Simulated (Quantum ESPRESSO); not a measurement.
InAs:

```xyz
2
Lattice="0.0000 3.0180 3.0180 3.0180 0.0000 3.0180 3.0180 3.0180 0.0000" Properties=species:S:1:pos:R:3 pbc="T T T"
In    0.0000    0.0000    0.0000
As    4.5270    4.5270    4.5270
```

Base run:

- Program: Quantum ESPRESSO 7.5
- Functional: PBE
- Potentials or basis: GBRV 1.5 PBE
- Cutoff: 612 eV
- Density cutoff: 4898 eV
- k mesh: 8 × 8 × 8
- Occupations: fermi-dirac, width 0.05 eV
- Spin: no spin polarisation

Its results: band gap on the k mesh none (metal or under the smearing width); pressure 3.9 GPa.

**Question.** The run is repeated on the same cell with these changes: potentials or basis from GBRV 1.5 PBE to PseudoDojo 0.4.1 SR PBE standard; cutoff from 612 eV to 1143 eV; density cutoff from 4898 eV to 4572 eV; valence electrons from 18 to 28. What comes out?

**Answer.** Band gap on the k mesh none (metal or under the smearing width); pressure 4.4 GPa.

Caveats: this crystal is a semiconductor, whose small gap the functional closes, so the metal is an error of the method.

Not every run made on this cell is shown here.
